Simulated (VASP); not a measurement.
Set up this calculation in VASP 6.6.1, as the native input.

```yaml
Task: single point
Functional: PBE
Potentials_or_basis: VASP PAW PBE potentials, release 64 (Se)
Cutoff: 520 eV
k_mesh: 7 × 7 × 3
Occupations: fermi-dirac, width 0.05 eV
Spin: no spin polarisation
Further_INCAR_settings: ALGO = Normal; EDIFF = 1e-07; NBANDS = 27
```

The structure of Se lies in POSCAR:

```
Se
1.0
    4.3551696800      0.0000000000      0.0000000000
   -2.1775848400      3.7716875800      0.0000000000
    0.0000000000      0.0000000000      9.8989000000
Se
6
Direct
    0.2447975300      0.0260095200      0.0691493200
    0.1892024700      0.9739904800      0.5975173400
    0.0109650800      0.1940527400      0.4110197500
    0.9890349200      0.2399472600      0.9223135900
    0.7857886000      0.8089557600      0.2584392400
    0.7802114000      0.7570442400      0.7415607600
```

The cell isn't the ideal one: a zone-boundary wave of random shape, sigma 0.15 Å.

These files were run (other wordings do the same):

INCAR

```
SYSTEM = Se
PREC = Accurate
ENCUT = 520
EDIFF = 1E-7
ISMEAR = -1
SIGMA = 0.05
LREAL = .False.
LASPH = .True.
NELM = 100
ALGO = Normal
ISIF = 2
LWAVE = .False.
LCHARG = .False.
GGA = PE
NBANDS = 27
```

KPOINTS

```
Automatic mesh
0
Gamma
  7 7 3
  0 0 0
```

Potentials or basis: VASP PAW PBE potentials, release 64 (Se).

The run is started by

```console
$ cat potpaw_PBE.64/Se/POTCAR > POTCAR
$ mpirun -np 1 vasp_std > vasp.out
```

Results of the run:

```
Pressure               : 9.0 GPa
Largest force          : 4.388 eV/Å
Band gap on the k mesh : 0.48 eV, indirect (least direct gap 1.12 eV)
```

Caveat: an odd mesh through Γ misses points on the zone boundary, where band edges often lie; forces of over 1 eV/Å show positions far from the minimum, so gaps and moduli don't describe the material at rest.

Wall time 2.1 min on 1 thread of Intel(R) Xeon(R) Platinum 8559C (Emerald Rapids) (shared host), peak memory 0.39 GiB.
